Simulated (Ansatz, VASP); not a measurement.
# One calculation of InAs, two programs

```xyz
2
Lattice="0.0000 3.0180 3.0180 3.0180 0.0000 3.0180 3.0180 3.0180 0.0000" Properties=species:S:1:pos:R:3 pbc="T T T"
In    0.0000    0.0000    0.0000
As    4.5270    4.5270    4.5270
```

Alike in both runs: task band structure; functional PBE; k mesh 8 × 8 × 8; occupations fermi-dirac, width 0.05 eV; no spin polarisation.

```csv
,VASP,Ansatz
version,VASP 6.6.1,Ansatz 0.2.0
potentials or method,"VASP PAW PBE potentials, release 64 (In_d_GW, As_GW)",Ansatz PAW
plane-wave cutoff (eV),600,420
valence electrons in the cell,18,28
```

```csv
,VASP,Ansatz,Ansatz less VASP
gap on the k mesh at the Fermi level (eV),none,none,-
pressure (GPa),4.3,4.3,+0.01
```

A gap of «none» marks a metal or a gap that the smearing closes. The two sets of potentials don't hold the same shells in valence.

Caveats: spin-orbit coupling is left out, which moves the levels of the heavy elements; this crystal is a semiconductor, whose small gap the functional closes, so the metal is an error of the method.
